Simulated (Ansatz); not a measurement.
CuI: electron density at the nuclei under pressure

```yaml
crystal:
  lattice:
    - [0.00000, 3.03150, 3.03150]
    - [3.03150, 0.00000, 3.03150]
    - [3.03150, 3.03150, 0.00000]
  atoms:
    - { symbol: Cu, position: [0.75000, 0.75000, 0.75000] }
    - { symbol: I, position: [0.00000, 0.00000, 0.00000] }
```

Atoms are numbered in the order listed.

The cell is COD entry 9004456, as deposited and not checked against the literature; nothing was relaxed. It differs from other determinations.

No spin–orbit coupling, which matters for the heavy atoms here.

The calculation used DFT, PBE, all-electron PAW with datasets made for the crystal, scalar-relativistic (Ansatz 0.2.0).

Numerical set-up: a Γ-centred 9×9×9 k mesh, Fermi–Dirac smearing of 0.03 eV, cutoff 220 eV (chosen by the program for this cell), no spin polarisation.

The contact density is the mean electron density over the nuclear volume; its changes set Mössbauer isomer shifts. Changes below are taken from the unscaled cell, where it is 147616 e/Å³ at Cu1, 1.60373e+06 e/Å³ at I2.

```json
{"V/V(cell)": "0.9600", "P (GPa)": "2.2", "Δρ(0) Cu1 (e/Å³)": "1.60", "Δρ(0) I2 (e/Å³)": "?"}
{"V/V(cell)": "1.0000", "P (GPa)": "0.3", "Δρ(0) Cu1 (e/Å³)": "0.00", "Δρ(0) I2 (e/Å³)": "0.00"}
{"V/V(cell)": "1.0400", "P (GPa)": "-1.1", "Δρ(0) Cu1 (e/Å³)": "?", "Δρ(0) I2 (e/Å³)": "?"}
```

**Question.** What belongs in the row "1.0400", column "Δρ(0) I2 (e/Å³)"?

**Answer.** 1.82.

**Question.** Give the missing entry: row "0.9600", column "Δρ(0) I2 (e/Å³)".

**Answer.** -2.00.

**Question.** Give the missing entry: row "1.0400", column "Δρ(0) Cu1 (e/Å³)".

**Answer.** -1.48.

The datasets are made afresh for each cell, so very small changes are uncertain. Scalar relativity leaves out the p1/2 density at heavy nuclei.
